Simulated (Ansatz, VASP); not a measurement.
# Ru (linear Ru chain, spacing 3.025 A) in two plane-wave programs, part 2 of 2

Wanted: the spread between two codes on one cell, functional and k mesh. The cell is taken from a series of runs on this material, whose earlier steps may have relaxed, scaled, displaced or heated it; both programs get it as it stands.

VASP 6.6.1 and Ansatz 0.2.0.

So far: Set-up; Ansatz: single point, PBE, pair 1; VASP: single point, PBE, pair 1.

## 3. VASP: single point, PBE, pair 1 (continued)

Level of this step: PBE, spin-polarised from a ferromagnetic start; plane waves and PAW (Ru_pv) (VASP).

Numbers of over 12 decimals in the logs are rounded to 6 here.

Parts of OUTCAR (step 3):

```text
ion  position               nearest neighbor table
   1  0.500  0.500  0.000-

  LATTYP: Found a simple tetragonal cell.
 ALAT       =    12.0000000000
 C/A-ratio  =     0.2520833333

 Subroutine GETGRP returns: Found 16 space group operations
 (whereof 16 operations were pure point group operations)

The static configuration has the point symmetry D_4h.

 Found      5 irreducible k-points:

   k-points           NKPTS =      5   k-points in BZ     NKDIM =      5   number of bands    NBANDS=     15

   dimension x,y,z NGX =    80 NGY =   80 NGZ =   20
   dimension x,y,z NGXF=   160 NGYF=  160 NGZF=   40

   ENCUT  =  400.0 eV  29.40 Ry    5.42 a.u.  19.57 19.57  4.93*2*pi/ulx,y,z

   NELECT =      14.0000    total number of electrons

 k-points in reciprocal lattice and weights: Automatic mesh
   0.00000000  0.00000000  0.00000000       0.111
   0.00000000  0.00000000  0.11111111       0.222
   0.00000000  0.00000000  0.22222222       0.222
   0.00000000  0.00000000  0.33333333       0.222
   0.00000000  0.00000000  0.44444444       0.222

 average (electrostatic) potential at core
       1 -82.8551

 E-fermi :  -3.6000

 spin component 1
 k-point     1 :       0.0000    0.0000    0.0000
  band No.  band energies     occupation
    ...
      5      -5.8785      1.00000
      6      -5.8784      1.00000
      7      -5.2033      1.00000
      8      -4.5153      0.99989
      9      -4.5153      0.99989
     10      -1.5504      0.00000
     11      -1.5504      0.00000
     12       0.2159      0.00000
     13       0.8623      0.00000
     14       1.5336      0.00000
    ...

 k-point     2 :       0.0000    0.0000    0.1111
  band No.  band energies     occupation
    ...
      5      -5.8477      1.00000
      6      -5.8476      1.00000
      7      -5.0782      1.00000
      8      -4.7529      0.99999
      9      -4.7529      0.99999
     10      -1.2288      0.00000
     11      -1.2288      0.00000
     12       0.4142      0.00000
     13       1.0613      0.00000
     14       1.7501      0.00000
    ...

 k-point     3 :       0.0000    0.0000    0.2222
  band No.  band energies     occupation
    ...
      5      -5.7687      1.00000
      6      -5.7349      1.00000
      7      -5.2400      1.00000
      8      -5.2400      1.00000
      9      -4.6147      0.99996
     10      -0.4298      0.00000
     11      -0.4298      0.00000
     12       1.0108      0.00000
     13       1.6588      0.00000
     14       2.3829      0.00000
    ...

 k-point     4 :       0.0000    0.0000    0.3333
  band No.  band energies     occupation
    ...
      4      -5.6849      1.00000
      5      -5.6849      1.00000
      6      -5.6774      1.00000
      7      -5.6773      1.00000
      8      -5.1124      1.00000
      9      -3.4270      0.15062
     10       0.6712      0.00000
     11       0.6712      0.00000
     12       2.0093      0.00000
     13       2.6557      0.00000
    ...

 k-point     5 :       0.0000    0.0000    0.4444
  band No.  band energies     occupation
    ...
      4      -5.9378      1.00000
      5      -5.9378      1.00000
      6      -5.6167      1.00000
      7      -5.6166      1.00000
      8      -4.8352      1.00000
      9      -1.5875      0.00000
     10       1.0107      0.00000
     11       1.8902      0.00000
     12       1.8902      0.00000
     13       3.4346      0.00000
    ...

 spin component 2
 k-point     1 :       0.0000    0.0000    0.0000
  band No.  band energies     occupation
    ...
      2     -44.8627      1.00000
      3     -44.6337      1.00000
      4      -5.7472      1.00000
      5      -3.6465      0.61420
      6      -3.6465      0.61417
      7      -3.5786      0.44676
      8      -2.7904      0.00030
      9      -2.7904      0.00030
     10      -0.9237      0.00000
     11      -0.9237      0.00000
    ...

  Total       -0.0959793     -0.0959793     -5.1010557      0.0000000      0.0000000     -0.0000000
  in kB       -0.3530209     -0.3530209    -18.7621573      0.0000000      0.0000000     -0.0000000
  external PRESSURE =      -6.4893997 kB  Pullay stress =       0.0000000 kB

  energy-cutoff  :      400.00
  volume of cell :      435.60
      direct lattice vectors                 reciprocal lattice vectors
    12.000000000  0.000000000  0.000000000     0.083333333  0.000000000  0.000000000
     0.000000000 12.000000000  0.000000000     0.000000000  0.083333333  0.000000000
     0.000000000  0.000000000  3.025000000     0.000000000  0.000000000  0.330578512

 POSITION                                       TOTAL-FORCE (eV/Angst)
 -----------------------------------------------------------------------------------
      6.00000      6.00000      0.00000         0.000000      0.000000      0.000000
 -----------------------------------------------------------------------------------
    total drift:                               -0.000000     -0.000000     -0.000000

  FREE ENERGIE OF THE ION-ELECTRON SYSTEM (eV)
  ---------------------------------------------------
  free  energy   TOTEN  =        -3.8780326454 eV

  energy  without entropy=       -3.7244148595  energy(sigma->0) =       -3.80122375

 total charge
# of ion       s       p       d       tot
------------------------------------------
    1        0.277   5.990   5.931  12.198

 magnetization (x)
# of ion       s       p       d       tot
------------------------------------------
    1        0.091   0.008   2.580   2.679

[... 4 further parts left out ...]
```

## 4. Side by side

Known differences besides the potentials themselves: VASP starts from the moments at which Ansatz ended; the data sets hold 16 valence electrons in Ansatz (on its PAW soft_1 files) and 14 in VASP; the cutoff is 420 eV in Ansatz and 400 eV in VASP; site moments are counted in spheres of each program's own size. Total energies have different zeros and are not compared.

Compared:

| quantity | Ansatz | VASP | difference |
| --- | --- | --- | --- |
| total moment (μB) | 3.18 | 3.18 | 0.00 |
| moment on Ru1 (μB) | 2.72 | 2.68 | +0.04 |

With vacuum in the cell, a pressure given here is an average over mostly empty space and none of the material.

## 5. Ansatz: single point, PBE, pair 2

With cell and atoms fixed, the geometry can't cause a difference; cores, projectors, grids and the points listed under the comparison can.

The cell is taken from a series of runs on this material, whose earlier steps may have relaxed, scaled, displaced or heated it; both programs get it as it stands.

File input.yaml:

```yaml
crystal:
  lattice:
    - [12.0, 0.0, 0.0]
    - [0.0, 12.0, 0.0]
    - [0.0, 0.0, 3.025]
  atoms:
    - { symbol: Ru, position: [0.5, 0.5, 0.0], spin: 2.72 }
magnetization:
  spin_polarized: true
kpoints:
  mp_grid: { grid: [1, 1, 35] }
hamiltonian:
  xc: pbe
  pseudopotentials: { kind: paw, azcp: { folder: soft_1 } }
scf:
  occupations: { method: fermi_dirac, width: 0.1 }
  max_iter: 120
  convergence: { dr2_threshold: 1.0e-08 }
  lower_state_search: "off"
basis:
  ecutwfc: 420.0
checkpoint:
  read: start
  write: ck
  compress: false
  write_wavefunctions: false
  write_every: 100000
```

Started as:

```sh
> ansatz run input.yaml --threads 4 --pin off --max-ram 8192MiB --backend cpu --events-out ev --progress --plain --runs-dir out
```

What it wrote:

```text
[...]
SCF converged after 7 iterations
Magnetization: 3.2848 μB (9.6424 up, 6.3576 down)
Absolute magnetization: 3.2853 μB (∫|ρ↑−ρ↓|, with the PAW one-centre terms)
[...]
Per-site moments (μB) at R_I (Å): [(2.774524, 1.2478125)]
Free energy (F): -5873.375583 eV
[...]
Internal energy: -5873.227218 eV  (E = F + TS)
E sigma→0 (E₀):  -5873.301400 eV
Entropy (-TS):   -0.148365 eV (-148.365 meV/atom)
Fermi energy:    -3.297165 eV
[...]
```

## 6. VASP: single point, PBE, pair 2

The same cell, functional, mesh and smearing now go to VASP, with its own data sets.

File INCAR:

```
SYSTEM = Ru
PREC = Accurate
ENCUT = 400
EDIFF = 1E-06
NELM = 200
ISMEAR = -1
SIGMA = 0.1
LREAL = .FALSE.
ALGO = Normal
GGA = PE
NBANDS = 15
ISPIN = 2
MAGMOM = 2.77
LASPH = .TRUE.
LMAXMIX = 4
LORBIT = 11
LWAVE = .FALSE.
LCHARG = .FALSE.
ISIF = 2
GGA_COMPAT = .FALSE.
```

File POSCAR:

```
Ru
1.0
   12.0000000000      0.0000000000      0.0000000000
    0.0000000000     12.0000000000      0.0000000000
    0.0000000000      0.0000000000      3.0250000000
Ru
1
Direct
    0.5000000000      0.5000000000      0.0000000000
```

File KPOINTS:

```
Automatic mesh
0
Gamma
1 1 35
0 0 0
```

Potentials, in the order of the species: Ru_pv (PBE family, release 64).

Started as:

```sh
> mpirun -np 1 vasp_std
```

What it wrote:

```text
[... set-up lines as in an earlier step ...]
 entering main loop
       N       E                     dE             d eps       ncg     rms          rms(c)
DAV:   1     0.318251774085E+02    0.31825E+02   -0.58652E+03  1648   0.463E+02
DAV:   2    -0.787160271952E+00   -0.32612E+02   -0.28384E+02  1704   0.106E+02
DAV:   3    -0.363307183112E+01   -0.28459E+01   -0.23655E+01  1201   0.179E+01
DAV:   4    -0.371504479865E+01   -0.81973E-01   -0.80838E-01  1495   0.286E+00
[...]
DAV:  25    -0.388277718028E+01   -0.60881E-05   -0.49723E-07   876   0.133E-03    0.194E-04
DAV:  26    -0.388278128033E+01   -0.41000E-05   -0.62694E-07   895   0.143E-03    0.942E-05
DAV:  27    -0.388278150550E+01   -0.22517E-06   -0.37768E-08   862   0.706E-04
   1 F= -.38827815E+01 E0= -.38083833E+01  d E =-.148796E+00  mag=     3.2849
```

Parts of OUTCAR (step 6):

```text
  Total       -0.0953311     -0.0953311     -5.0199146      0.0000000     -0.0000000      0.0000000
  in kB       -0.3506367     -0.3506367    -18.4637131      0.0000000     -0.0000000      0.0000000
  external PRESSURE =      -6.3883288 kB  Pullay stress =       0.0000000 kB

  FREE ENERGIE OF THE ION-ELECTRON SYSTEM (eV)
  ---------------------------------------------------
  free  energy   TOTEN  =        -3.8827815055 eV

  energy  without entropy=       -3.7339851147  energy(sigma->0) =       -3.80838331

 magnetization (x)
# of ion       s       p       d       tot
------------------------------------------
    1        0.109   0.009   2.611   2.729

[... 2 parts as in an earlier step ...]

[... 2 further parts left out ...]
[key lines of the parts left out:]
E-fermi :  -3.6288
```

## 7. Side by side

What differs besides the data sets and the points named for the pairs above, as far as they apply: the data sets hold 16 valence electrons in Ansatz (on its PAW soft_1 files) and 14 in VASP. Total energies have different zeros and are not compared.

Both answers:

| quantity | Ansatz | VASP | difference |
| --- | --- | --- | --- |
| total moment (μB) | 3.28 | 3.28 | 0.00 |
| moment on Ru1 (μB) | 2.77 | 2.73 | +0.05 |

With vacuum in the cell, a pressure given here is an average over mostly empty space and none of the material.

## 8. Summary of results

| Quantity | Value |
| --- | --- |
| difference in total moment (single point, PBE, pair 1) | -1.8e-4 μB |
| difference in total moment (single point, PBE, pair 2) | -1.4e-4 μB |

The difference in total moment is -1.8e-4 μB (single point, PBE, pair 1). The data sets hold unlike numbers of valence electrons (16 in Ansatz and 14 in VASP), so part of the differences comes from the potentials. Such differences can come from data sets, numerical settings and the points named under the comparisons, not from the functional's error against experiment.

[Lines on the potential files, build, host, timing and source positions are cut from VASP's logs without a mark.]

[Logs are printed without paths, hosts, clocks, repeated set-up lines and the standing remarks that a program may print on its own settings, such as how far it seeks lower states.]

[Hosts, paths, dates, database ids (printed as entryN), source tags and the programs' standing remarks are cut or masked in the printed files.]
